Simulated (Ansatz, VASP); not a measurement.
TlBr in VASP and in Ansatz

File INCAR:

```
  PREC = Accurate
  ENCUT = 520
  EDIFF = 1E-7
  ISMEAR = -1
  SIGMA = 0.05
  LREAL = F
  LASPH = T
  NELM = 80
  ALGO = Normal
  ISIF = 2
  LWAVE = F
  LCHARG = F
  GGA = PS
  NBANDS = 17
```

The input KPOINTS:

```
Automatic mesh
0
Gamma
  7 7 7
```

File POSCAR:

```
TlBr
1.0
    4.0580590332      0.0000000000      0.0000000000
    0.0000000000      4.0580590332      0.0000000000
    0.0000000000      0.0000000000      4.0580590332
Tl Br
1 1
Direct
    0.0000000000      0.0000000000      0.0000000000
    0.5000000000      0.5000000000      0.5000000000
```

Contents of input.yaml:

```yaml
crystal:
  lattice:
    - [4.0580590332, 0.0, 0.0]
    - [0.0, 4.0580590332, 0.0]
    - [0.0, 0.0, 4.0580590332]
  atoms:
    - { symbol: Tl, position: [0.0, 0.0, 0.0] }
    - { symbol: Br, position: [0.5, 0.5, 0.5] }
hamiltonian:
  xc: pbesol
  pseudopotentials: { kind: paw }
kpoints:
  mp_grid: { grid: [7, 7, 7] }
scf:
  occupations: { method: fermi_dirac, width: 0.05 }
output:
  forces: true
  stress: true
  eigenvalues: true
  write_density: true
  write_potential: true
  elf: true
  volumetric_format: npy
```

Change from the starting cell: volume scaled by 1.06.

Alike in both runs: task single point; functional PBEsol; k mesh 7 × 7 × 7; occupations fermi-dirac, width 0.05 eV; no spin polarisation.

```csv
,VASP,Ansatz
version,VASP 6.6.1,Ansatz 0.2.0
potentials or method,"VASP PAW PBE potentials, release 64 (Tl_d, Br)",Ansatz PAW
plane-wave cutoff (eV),520,420
valence electrons in the cell,20,20
```

|  | VASP | Ansatz | Ansatz less VASP |
| --- | --- | --- | --- |
| gap on the k mesh at the Fermi level (eV) | 2.27 | 2.27 | -0.003 |
| least direct gap on the mesh (eV) | 2.27 | 2.27 | -0.003 |
| pressure (GPa) | -2.2 | -2.2 | +0.03 |

The functional is the same, so the differences come from potentials, cutoffs and numerics.

Caveats: spin-orbit coupling is left out, which as a rule narrows the gap of such compounds by several tenths of an eV; the PAW data sets were made with another functional, which shifts forces and pressure a little (VASP); an odd mesh through Γ misses points on the zone boundary, where band edges often lie (VASP); odd divisions of the mesh miss points on the zone boundary, where band edges often lie, so the gap on the mesh can be too wide (Ansatz); the PAW data sets come from PBE, with cores solved anew for the run's functional, which leaves a small shift of forces and pressure (Ansatz).
